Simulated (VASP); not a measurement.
# Al2Cu (I4/mcm) in VASP: relaxation of cell and atoms with r2SCAN

Aim: the relaxation of cell and atoms of Al2Cu with r2SCAN.

All numbers are computed with VASP 6.6.1; they aren't measurements. Logs are shortened: lines on timing, memory, paths and dates and some standing lists are left out, and cuts for length are marked.

## Step 1: The crystal as given

Symmetry: I4/mcm, No. 140, tetragonal system. Conventional cell: a = 6.067 Å, b = 6.067 Å, c = 4.877 Å, α = 90.00°, β = 90.00°, γ = 90.00°. Al (site symmetry m2m) is surrounded by 4 Cu at 2.59 Å and 3 Al at 2.71 to 2.90 Å. Cu (site symmetry 422) is surrounded by 2 Cu at 2.44 Å and 8 Al at 2.59 Å.

The cell was built by a generator and needn't be a form met in nature.

## Step 2: Relaxation of cell and atoms, r2SCAN

Contents of INCAR:

```
SYSTEM = Al2Cu
PREC = Accurate ; ENCUT = 600
EDIFF = 1E-6 ; ISMEAR = 1
SIGMA = 0.2 ; LREAL = .FALSE.
LASPH = .TRUE. ; NELM = 80
ALGO = Normal ; ISIF = 3
LWAVE = .FALSE. ; LCHARG = .FALSE.
METAGGA = R2SCAN ; LMIXTAU = .TRUE.
IBRION = 2 ; NSW = 40
EDIFFG = -0.01 ; KPAR = 16
```

Contents of KPOINTS:

```
Automatic mesh
0
G
  14 14 14
  0 0 0
```

Contents of POSCAR:

```
Al2Cu
1.0
   -3.0335000000      3.0335000000      2.4385000000
    3.0335000000     -3.0335000000      2.4385000000
    3.0335000000      3.0335000000     -2.4385000000
Al Cu
4 2
Direct
    0.6581000000      0.1581000000      0.8162000000
    0.1581000000      0.3419000000      0.5000000000
    0.3419000000      0.8419000000      0.1838000000
    0.8419000000      0.6581000000      0.5000000000
    0.2500000000      0.2500000000      0.0000000000
    0.7500000000      0.7500000000      0.0000000000
```

Potentials or basis: VASP PAW PBE potentials, release 64 (Al, Cu).

Launch:

```
cat potpaw_PBE.64/Al/POTCAR potpaw_PBE.64/Cu/POTCAR > POTCAR
mpirun -np 16 vasp_std > vasp.out
```

OUTCAR:

```text
SYSTEM = Al2Cu
   PREC = Accurate
   ENCUT = 600
   EDIFF = 1E-6
   ISMEAR = 1
   LREAL = .FALSE.
   LASPH = .TRUE.
   NELM = 80
   ISIF = 3
   METAGGA = R2SCAN
   IBRION = 2
   NSW = 40
   EDIFFG = -0.01

 ion  position               nearest neighbor table
   1  0.658  0.158  0.816-   5 2.59   6 2.59   5 2.59   6 2.59   3 2.71   3 2.90   3 2.90   2 3.10
                             4 3.10   4 3.10   2 3.10   2 3.23   4 3.23   4 3.23   2 3.23
   2  0.158  0.342  0.500-   5 2.59   5 2.59   6 2.59   6 2.59   4 2.71   4 2.90   4 2.90   1 3.10
                             3 3.10   1 3.10   3 3.10   1 3.23   3 3.23   3 3.23   1 3.23
   3  0.342  0.842  0.184-   5 2.59   6 2.59   5 2.59   6 2.59   1 2.71   1 2.90   1 2.90   4 3.10
                             2 3.10   2 3.10   4 3.10   4 3.23   2 3.23   4 3.23   2 3.23
   4  0.842  0.658  0.500-   6 2.59   6 2.59   5 2.59   5 2.59   2 2.71   2 2.90   2 2.90   1 3.10
                             3 3.10   1 3.10   3 3.10   1 3.23   3 3.23   1 3.23   3 3.23
   5  0.250  0.250  0.000-   6 2.44   6 2.44   1 2.59   3 2.59   1 2.59   3 2.59   2 2.59   2 2.59
                             4 2.59   4 2.59
   6  0.750  0.750  0.000-   5 2.44   5 2.44   1 2.59   3 2.59   1 2.59   3 2.59   4 2.59   4 2.59
                             2 2.59   2 2.59

  LATTYP: Found a body centered tetragonal cell.
 ALAT       =     6.0670000000
 C/A-ratio  =     0.8038569309

  Lattice vectors:

 A1 = (  -3.0335000000,   3.0335000000,   2.4385000000)
 A2 = (   3.0335000000,  -3.0335000000,   2.4385000000)
 A3 = (   3.0335000000,   3.0335000000,  -2.4385000000)

Analysis of symmetry for initial positions (statically):
=====================================================================
 Subroutine PRICEL returns:
 Original cell was already a primitive cell.

 Routine SETGRP: Setting up the symmetry group for a
 body centered tetragonal supercell.

 Subroutine GETGRP returns: Found 16 space group operations
 (whereof  8 operations were pure point group operations)
 out of a pool of 16 trial point group operations.

The static configuration has the point symmetry C_4h.
 The point group associated with its full space group is D_4h.

Analysis of symmetry for dynamics (positions and initial velocities):
=====================================================================
 Subroutine PRICEL returns:
 Original cell was already a primitive cell.

 Routine SETGRP: Setting up the symmetry group for a
 body centered tetragonal supercell.

 Subroutine GETGRP returns: Found 16 space group operations
 (whereof  8 operations were pure point group operations)
 out of a pool of 16 trial point group operations.

The dynamic configuration has the point symmetry C_4h.
 The point group associated with its full space group is D_4h.

 Subroutine INISYM returns: Found 16 space group operations
 (whereof  8 operations are pure point group operations),
 and found     1 'primitive' translations

----------------------------------------------------------------------------------------

                                     Primitive cell

  volume of cell :      89.7575

  direct lattice vectors                    reciprocal lattice vectors
    -3.033500000  3.033500000  2.438500000     0.000000000  0.164826108  0.205044084
     3.033500000 -3.033500000  2.438500000     0.164826108  0.000000000  0.205044084
     3.033500000  3.033500000 -2.438500000     0.164826108  0.164826108  0.000000000

  length of vectors
     4.934625290  4.934625290  4.934625290     0.263079309  0.263079309  0.233099318

  position of ions in fractional coordinates (direct lattice)
     0.658100000  0.158100000  0.816200000
     0.158100000  0.341900000  0.500000000
     0.341900000  0.841900000  0.183800000
     0.841900000  0.658100000  0.500000000
     0.250000000  0.250000000  0.000000000
     0.750000000  0.750000000  0.000000000

  ion indices of the primitive-cell ions
   primitive index   ion index
                 1           1
                 2           2
                 3           3
                 4           4
                 5           5
                 6           6

----------------------------------------------------------------------------------------

 KPOINTS: Automatic mesh

Automatic generation of k-mesh.
 Grid dimensions read from file:
 generate k-points for:   14   14   14

 Generating k-lattice:

  Cartesian coordinates                     Fractional coordinates (reciprocal lattice)
     0.000000000  0.011773293  0.014646006     0.071428571 -0.000000000  0.000000000
     0.011773293  0.000000000  0.014646006    -0.000000000  0.071428571  0.000000000
     0.011773293  0.011773293  0.000000000     0.000000000  0.000000000  0.071428571

  Length of vectors
     0.018791379  0.018791379  0.016649951

  Shift w.r.t. Gamma in fractional coordinates (k-lattice)
     0.000000000  0.000000000  0.000000000

 Subroutine IBZKPT returns following result:
 ===========================================

 Found    244 irreducible k-points:

 Following reciprocal coordinates:
            Coordinates               Weight
  0.000000  0.000000  0.000000      1.000000
  0.071429 -0.000000  0.000000      8.000000
  0.142857  0.000000  0.000000      8.000000
  0.214286 -0.000000  0.000000      8.000000
  0.285714  0.000000  0.000000      8.000000
  0.357143 -0.000000  0.000000      8.000000
[... 16 lines left out ...]
  0.214286  0.142857  0.000000     16.000000
  0.285714  0.142857  0.000000     16.000000
 [... further k-points ...]
   k-points           NKPTS =    244   k-points in BZ     NKDIM =    244   number of bands    NBANDS=     21
   number of dos      NEDOS =    301   number of ions     NIONS =      6
   total plane-waves  NPLWV =  64000
   dimension x,y,z NGX =    40 NGY =   40 NGZ =   40
   dimension x,y,z NGXF=    80 NGYF=   80 NGZF=   80
   ions per type =               4   2
   NGX,Y,Z   is equivalent  to a cutoff of  13.48, 13.48, 13.48 a.u.
   NGXF,Y,Z  is equivalent  to a cutoff of  26.95, 26.95, 26.95 a.u.
 SYSTEM =  Al2Cu
   PREC   = accura    normal or accurate (medium, high low for compatibility)
   ISTART =      0    job   : 0-new  1-cont  2-samecut
   ICHARG =      2    charge: 1-file 2-atom 10-const
   ISPIN  =      1    spin polarized calculation?
   LNONCOLLINEAR =      F non collinear calculations
   LSORBIT =      F    spin-orbit coupling
   LASPH  =      T    aspherical Exc in radial PAW
   ENCUT  =  600.0 eV  44.10 Ry    6.64 a.u.   9.86  9.86  9.86*2*pi/ulx,y,z
   NELM   =     80;   NELMIN=  2; NELMDL= -5     # of ELM steps
   EDIFF  = 0.1E-05   stopping-criterion for ELM
   LREAL  =      F    real-space projection
   EDIFFG = -.1E-01   stopping-criterion for IOM
   NSW    =     40    number of steps for IOM
   IBRION =      2    ionic relax: 0-MD 1-quasi-New 2-CG
   NFREE  =      1    steps in history (QN), initial steepest desc. (CG)
   ISIF   =      3    stress and relaxation
   ISYM   =      2    0-nonsym 1-usesym 2-fastsym
   POTIM  = 0.5000    time-step for ionic-motion
   TEBEG  =    0.0;   TEEND  =   0.0 temperature during run
   PSTRESS=    0.0 pullay stress
   NELECT =      34.0000    total number of electrons
   NUPDOWN=      -1.0000    fix difference up-down
   EMIN   =  10.00;   EMAX   =-10.00  energy-range for DOS
   EFERMI =   0.00;   METHOD = LEGACY
   ISMEAR =     1;   SIGMA  =   0.20  broadening in eV -4-tet -1-fermi 0-gaus
   EFERMI_NEDOS =   21; number of points for ismear=-14 and -15
   IALGO  =     38    algorithm
   IMIX   =      4    mixing-type and parameters
     AMIX     =   0.40;   BMIX     =  1.00
     AMIX_MAG =   1.60;   BMIX_MAG =  1.00
  volume/ion in A,a.u.               =      14.96       100.95
  Fermi-wavevector in a.u.,A,eV,Ry     =   1.184525  2.238428 19.090326  1.403099
  Thomas-Fermi vector in A             =   2.320737
   LORBIT       =      0    0 simple, 1 ext, 2 COOP (PROOUT), +10 PAW based schemes
   METAGGA = R2SCAN    functional components
   LHFCALC =     F    Hartree Fock is set to
   AEXX    =    0.0000 exact exchange contribution
   IVDW    =     0    specifies the selected vdW correction
   LEPSILON=     F    determine dielectric tensor
   LRPA    =     F    only Hartree local field effects (RPA)
 conjugate gradient relaxation of ions
 non-spin polarized calculation
 Methfessel and Paxton  Order N= 1 SIGMA  =   0.20
  energy-cutoff  :      600.00
  volume of cell :       89.76
 maximum number of plane-waves:      3024
   NGX = 19   NGY = 19   NGZ = 19

--------------------------------------- Ionic step        1  -------------------------------------------

 number of electron      33.9999978 magnetization

 Free energy of the ion-electron system (eV)
  ---------------------------------------------------
  ext. energy  EPLUGINS =         0.00000000
  ---------------------------------------------------
  free energy    TOTEN  =       -49.49310687 eV

  energy without entropy =      -49.49259102  energy(sigma->0) =      -49.49293492

------------------------ aborting loop because EDIFF is reached ----------------------------------------

  FORCE on cell =-STRESS in cart. coord.  units (eV):
  Direction    XX          YY          ZZ          XY          YZ          ZX
  --------------------------------------------------------------------------------------
  -------------------------------------------------------------------------------------
  Total       -2.1756951     -2.1756951     -2.5318556      0.0000000      0.0000000      0.0000000
  in kB      -38.8363022    -38.8363022    -45.1937897      0.0000000      0.0000000      0.0000000
  external PRESSURE =     -40.9554647 kB  Pullay stress =       0.0000000 kB
[... 305 lines left out ...]
  energy  without entropy=      -49.5419665390  energy(sigma->0) =      -49.54207574

--------------------------------------- Ionic step        9  -------------------------------------------

 number of electron      34.0000003 magnetization

 Free energy of the ion-electron system (eV)
  ---------------------------------------------------
  ext. energy  EPLUGINS =         0.00000000
  ---------------------------------------------------
  free energy    TOTEN  =       -49.54213395 eV

  energy without entropy =      -49.54197309  energy(sigma->0) =      -49.54208033

 E-fermi :   8.3338     XC(G=0): -11.8732

 val. band max:        8.3335949452   @ k =   0.2857   0.2857   0.2143
 cond. band min:       8.3376418994   @ k =   0.2143   0.2143   0.2143
 fundamental gap:      0.0040469542
 Fermi energy:         8.3338465311

 k-point     1 :       0.0000    0.0000    0.0000
  band No.  band energies     occupation
      1      -3.3401      2.00000
      2       2.6005      2.00000
      3       2.8206      2.00000
      4       2.8207      2.00000
      5       2.8693      2.00000
      6       3.8048      2.00000
[... 550 lines left out ...]
      5       3.3363      2.00000
      6       3.5278      2.00000
[... 13 lines left out ...]
     20      11.8540     -0.00000
     21      13.0360      0.00000

 [... further k-points ...]

------------------------ aborting loop because EDIFF is reached ----------------------------------------

  FORCE on cell =-STRESS in cart. coord.  units (eV):
  Direction    XX          YY          ZZ          XY          YZ          ZX
  --------------------------------------------------------------------------------------
  -------------------------------------------------------------------------------------
  Total       -0.0189078     -0.0189078      0.0326823      0.0000000      0.0000000      0.0000000
  in kB       -0.3511382     -0.3511382      0.6069463      0.0000000      0.0000000      0.0000000
  external PRESSURE =      -0.0317767 kB  Pullay stress =       0.0000000 kB
[... 21 lines left out ...]
  FREE ENERGIE OF THE ION-ELECTRON SYSTEM (eV)
  ---------------------------------------------------
  free  energy   TOTEN  =       -49.5421339535 eV

  energy  without entropy=      -49.5419730923  energy(sigma->0) =      -49.54208033

 reached required accuracy - stopping structural energy minimisation
```

Run time: 18 min. Hardware: 16 MPI ranks of Intel Xeon Platinum 8259CL at 2.50GHz (Skylake/Cascade Lake), shared host; peak memory 0.69 GiB.

Results:

| Property | Result |
| --- | --- |
| Free energy | -49.5421 eV |
| Relaxed volume | 14.38 Å³/atom |
| Relaxed cell | a = 4.871 Å, b = 4.871 Å, c = 4.871 Å, α = 104.07°, β = 104.07°, γ = 120.92° |
| Space group after relaxing (to 0.05 Å) | I4/mcm (No. 140) |
| Energy gained by relaxing | 8.2 meV/atom |
| Ionic steps | 9 |
| Pressure after relaxing | 0.0 GPa |
| Largest force after relaxing | 0.003 eV/Å |
| Band gap on the k mesh | none (metal or under the smearing width) |

Forces on the atoms (eV/Å):
```
Al   0.002  0.002  0.000
Al  -0.002  0.002  0.000
Al  -0.002 -0.002  0.000
Al   0.002 -0.002  0.000
Cu   0.000  0.000  0.000
Cu   0.000  0.000  0.000
```

The path:
| step | energy change (eV) | largest force (eV/Å) | pressure (GPa) | volume (Å³) |
| --- | --- | --- | --- | --- |
| 1 | 0.0000 | 0.1081 | -4.10 | 89.76 |
| 2 | -0.0405 | 0.0343 | 1.99 | 84.88 |
| 3 | -0.0483 | 0.0582 | 0.06 | 86.23 |
| 4 | -0.0482 | 0.0594 | -0.01 | 86.29 |
| 5 | -0.0488 | 0.0335 | -0.09 | 86.32 |
| 6 | -0.0489 | 0.0033 | -0.11 | 86.35 |
| 7 | -0.0489 | 0.0083 | -0.05 | 86.34 |
| 8 | -0.0490 | 0.0035 | 0.05 | 86.28 |
| 9 | -0.0490 | 0.0031 | 0.00 | 86.27 |

Final structure:
```cif
data_structure
_symmetry_space_group_name_H-M 'P 1'
_symmetry_Int_Tables_number 1
_cell_length_a 4.8713
_cell_length_b 4.8713
_cell_length_c 4.8713
_cell_angle_alpha 104.068
_cell_angle_beta 104.068
_cell_angle_gamma 120.921
_cell_volume 86.27
loop_
_atom_site_label
_atom_site_type_symbol
_atom_site_fract_x
_atom_site_fract_y
_atom_site_fract_z
_atom_site_occupancy
Al1 Al 0.65925 0.15925 0.81851 1
Al2 Al 0.15925 0.34075 0.50000 1
Al3 Al 0.34075 0.84075 0.18149 1
Al4 Al 0.84075 0.65925 0.50000 1
Cu1 Cu 0.25000 0.25000 0.00000 1
Cu2 Cu 0.75000 0.75000 0.00000 1
```

Caveat: the PAW data sets were made with another functional, which shifts forces and pressure a little.
